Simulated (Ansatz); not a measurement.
**InP (rocksalt type): Wannier runs under varied settings**

Aim: run 2 Wannier inputs for InP (rocksalt type) as typed, and read from each log whether it ends well.

Method: plane waves, PAW; the settings change from run to run, as each input shows, in Ansatz 0.2.0.

## 1. The structure to begin with

Symmetry: Fm-3m, No. 225, cubic system. The conventional cell has a = 5.491 Å, b = 5.491 Å, c = 5.491 Å, α = 90.00°, β = 90.00°, γ = 90.00°. Around In (site symmetry m-3m) lie 6 P at 2.75 Å. P (site symmetry m-3m) has 6 In at 2.75 Å as nearest neighbours.

Structure file:

```
In P
1.0
     0.00000    2.74536    2.74536
     2.74536    0.00000    2.74536
     2.74536    2.74536    0.00000
In P
1 1
Direct
  0.00000 0.00000 0.00000
  0.50000 0.50000 0.50000
```

Cell and atoms come from an earlier r2SCAN relaxation.

## 2. Try 1

Input file input.yaml:

```yaml
crystal:
  lattice:
    - [0.0, 2.7453630729, 2.7453630729]
    - [2.7453630729, 0.0, 2.7453630729]
    - [2.7453630729, 2.7453630729, 0.0]
  atoms:
    - { symbol: In, position: [0.0, 0.0, 0.0] }
    - { symbol: P, position: [0.5, 0.5, 0.5] }
kpoints:
  mp_grid: { grid: [6, 6, 6] }
  band_path:
    path:
      - [[0.0, 0.0, 0.0], [0.5, 0.0, 0.5], [0.625, 0.25, 0.625]]
      - [[0.375, 0.375, 0.75], [0.0, 0.0, 0.0], [0.5, 0.5, 0.5], [0.5, 0.25, 0.75], [0.5, 0.0, 0.5]]
    npoints: 10
hamiltonian:
  xc: pbe
scf:
  occupations: { method: fermi_dirac, width: 0.02 }
  n_extra_bands: 6
output:
  forces: false
  stress: false
  eigenvalues: true
  wannier:
    kmesh: [5, 5, 5]
    projections: [{ species: P, l: s, shell: 3 }, { species: P, l: p, shell: 3 }]
    minimise: true
    write_hr: true
    conv_tol: 1.0e-08
    max_iter: 1000
```

On the command line:

```sh
$ ansatz run input.yaml --threads 4 --pin off --max-ram 3686MiB --backend cpu --events-out ev --progress --plain --runs-dir out
```

Log (excerpt; [...] marks lines left out):

```text
Warning: RAYON_NUM_THREADS=4 ignored (pool sized by the plan → 4); use --threads N
scf.n_extra_bands = 6 over 9 filled bands (N_el = 18.0): the run solves 15 bands
[...]
Pseudopotentials: kind: paw
Pseudopotential: In, paw, valence charge 13, recommended cutoff 420 eV (normal), In.paw.azcp
Pseudopotential: P, paw, valence charge 5, recommended cutoff 420 eV (normal), P.paw.azcp
Functional definition: PBE
[...]
Crystal: 2 atoms, lattice volume = 41.384 Å³
Basis set: ecut = 420 eV, 869 PW (Γ)
Bands: 15, of which v1, the nominal top of the filled ones, is band 9 counted from 1 (8 counted from 0)
Symmetry: 48 space group operations
Space group: Fm-3m (ITA 225), of the structure as read, at distance tolerance 3.5e-5 Å
k-points: 16 of 216
[...]
SCF iter   1: F=—  HF=-6353.525272 eV  |F-HF|=—  |Δ(HF+E_count)|=         —  Δρ=3.97e-3  dr2=1.38e-2  ethr=1.77e-3  ⟨swp⟩=6.5  Hψ=1521  notcnv=0
[...]
SCF iter   7: F=-6353.519836 eV  HF=-6353.519836 eV  |F-HF|=3.78e-9  |Δ(HF+E_count)|=   3.66e-8  Δρ=3.83e-6  dr2=9.04e-9  ethr=5.56e-10  ⟨swp⟩=6.9  Hψ=837  notcnv=0
[...]
NSCF: frozen V_eff on 62 k-points
NSCF: frozen V_eff on 13 k-points
the Wannier pass solved 13 of the 125 points of its mesh, and has the states at the others by symmetry: states obtained by the crystal's operations at points that were solved too leave a residual of 2.28e-13 eV (read by the count's bands and the next), within 4.17e-6 eV
SCF converged after 7 iterations
Free energy (F): -6353.519836 eV
[...]
E sigma→0 (E₀):  -6353.517847 eV
Entropy (-TS):   -0.003978 eV (-1.989 meV/atom)
Fermi energy:    9.504601 eV
[...]
--- Band table (eV; the first three rows and the last of 16) ---
  k-point 0: bands = ["-4.6386", "-4.6386", "-4.6164", "-4.6164", "-4.6164", "-2.6588", "9.2351", "9.2351", "9.2351", "10.2886", "16.6429", "16.6429", "16.6429", "18.2110", "18.2110"]
[...]
Wannier search: line search 1 of at most 1000: gauge-dependent spread (as the search counts it) 3.4596735 Å², largest recent change 2.4e-1 Å² and fall left 1.4e-3 Å² against conv_tol 1.0e-8 Å², 0 stops escaped
```

Run time: 0.9 s. Hardware: 4 threads of Arm Neoverse V2, shared host; peak memory 0.28 GiB.

wannier.win names the bands that the functions span: 6-9 (counted from 1; 9 are filled by count, though the bands overlap).

The head of wannier.spreads.toml:

```toml
omega_i_ang2 = 8.43437408090486
omega_d_ang2 = 0.005901018263058315
omega_od_ang2 = 2.033064223353486
omega_total_ang2 = 10.473339322521404
least_projectability = 0.6191928115027019
b_vectors_match_mmn = true
n_iter = 27
converged = true
rejected_fitted_steps = 0
```

The functions (centres in Å, on-site energies from the highest level of the last filled band):

```
n      x      y      z  spread (Å²)  on-site (eV)  nearest atoms  distance (Å)
1  2.381  2.381  3.109        2.618        -4.951             P2          0.63
2  3.109  3.109  3.109        2.618        -4.951             P2          0.63
3  3.109  2.381  2.381        2.618        -4.951             P2          0.63
4  2.381  3.109  2.381        2.618        -4.951             P2          0.63
```

Along the path each interpolated band stays within 0.04, 0.47, 0.54, 0.22 eV of the nearest computed level, from the lowest band up.

## 3. Try 2

input.yaml, as its differences from that of step 2:

```diff
@@ -25,4 +25,4 @@
   wannier:
-    kmesh: [5, 5, 5]
-    projections: [{ species: P, l: s, shell: 3 }, { species: P, l: p, shell: 3 }]
+    kmesh: [6, 6, 6]
+    projections: [{ species: In, l: s, shell: 5 }, { species: P, l: p, shell: 3 }]
     minimise: true
@@ -31 +31,2 @@
     max_iter: 1000
+    disentanglement: { window: [-0.16, 21.84], frozen_window: [2.84, 10.64] }
```

On the command line:

```sh
$ ansatz run input.yaml --threads 4 --pin off --max-ram 3686MiB --backend cpu --events-out ev --progress --plain --runs-dir out
```

Log (excerpt; [...] marks lines left out):

```text
Warning: RAYON_NUM_THREADS=4 ignored (pool sized by the plan → 4); use --threads N
scf.n_extra_bands = 6 over 9 filled bands (N_el = 18.0): the run solves 15 bands
[...]
[... 4 set-up lines as earlier in the session ...]
[...]
Crystal: 2 atoms, lattice volume = 41.384 Å³
Basis set: ecut = 420 eV, 869 PW (Γ)
Bands: 15, of which v1, the nominal top of the filled ones, is band 9 counted from 1 (8 counted from 0)
[... 2 set-up lines as earlier in the session ...]
k-points: 16 of 216
[...]
SCF iter   1: F=—  HF=-6353.525272 eV  |F-HF|=—  |Δ(HF+E_count)|=         —  Δρ=3.97e-3  dr2=1.38e-2  ethr=1.77e-3  ⟨swp⟩=6.5  Hψ=1521  notcnv=0
[...]
SCF iter   7: F=-6353.519836 eV  HF=-6353.519836 eV  |F-HF|=3.78e-9  |Δ(HF+E_count)|=   3.66e-8  Δρ=3.83e-6  dr2=9.04e-9  ethr=5.56e-10  ⟨swp⟩=6.9  Hψ=837  notcnv=0
[...]
NSCF: frozen V_eff on 19 k-points
the Wannier pass solved 19 of the 216 points of its mesh, and has the states at the others by symmetry: states obtained by the crystal's operations at points that were solved too leave a residual of 3.37e-13 eV (read by the count's bands and the next), within 4.17e-6 eV
SCF converged after 7 iterations
Free energy (F): -6353.519836 eV
[...]
E sigma→0 (E₀):  -6353.517847 eV
Entropy (-TS):   -0.003978 eV (-1.989 meV/atom)
Fermi energy:    9.504601 eV
[...]
--- Band table (eV; the first three rows and the last of 16) ---
  k-point 0: bands = ["-4.6386", "-4.6386", "-4.6164", "-4.6164", "-4.6164", "-2.6588", "9.2351", "9.2351", "9.2351", "10.2886", "16.6429", "16.6429", "16.6429", "18.2110", "18.2110"]
[...]
Wannier search: line search 1 of at most 1000: gauge-dependent spread (as the search counts it) 0.6037366 Å², largest recent change 7.0e-2 Å² and fall left 1.3e-4 Å² against conv_tol 1.0e-8 Å², 0 stops escaped
WARN: <dir> by an estimate from the overlaps, the levels of the selected subspace lie 0.033 eV from the frozen bands on average, midway between mesh points. Up to 0.02 eV counts as a good interpolation. More projections, another frozen window or a finer output.wannier.kmesh can bring them closer
```

It took 2.1 s on 4 threads of Arm Neoverse V2, shared host; peak memory 0.38 GiB.

The windows are typed on the program's own energy scale, on which the last band filled by count tops at 9.85 eV (the bands overlap, so it is not filled everywhere).

The head of wannier.spreads.toml:

```toml
omega_i_ang2 = 12.600307339427488
omega_d_ang2 = 0.000000000000000000000000007816786695575445
omega_od_ang2 = 0.6035748867714869
omega_total_ang2 = 13.203882226198974
least_projectability = 0.1870701129078179
b_vectors_match_mmn = true
n_iter = 8
converged = true
rejected_fitted_steps = 0
dis_converged = true
dis_n_iter = 63
dis_n_moved = 0
dis_level_miss = 0.03306542599287743
```

The functions (centres in Å, on-site energies from the highest level of the last filled band):

```
n      x      y      z  spread (Å²)  on-site (eV)  nearest atoms  distance (Å)
1  0.000  0.000  0.000        3.711        -1.037            In1          0.00
2  2.745  2.745  2.745        3.164        -2.240             P2          0.00
3  2.745  2.745  2.745        3.164        -2.240             P2          0.00
4  2.745  2.745  2.745        3.164        -2.240             P2          0.00
```

Along the path each interpolated band stays within 0.11, 0.13, 0.14, 1.08 eV of the nearest computed level, from the lowest band up; bands outside the frozen window needn't match, and between the mesh's points a coarse mesh lets the others stray too.

Misses of an eV or more mean that this model does not describe those bands.

The least projectability is 0.19: some state is hardly reached by the trial orbitals.

## 4. Summary

```tsv
try	settings	ended	result	time
1	PBE, 4 functions, 5×5×5	converged	spread 10.47 Å²	0.9 s
2	PBE, 4 functions, 6×6×6, window -0.16 to 21.84 eV, frozen 2.84 to 10.64 eV	converged	spread 13.20 Å²	2.1 s
```

2 converged. The mean spread of a function spans 2.62 to 3.30 Å². These numbers test the settings; they aren't properties of the solid.
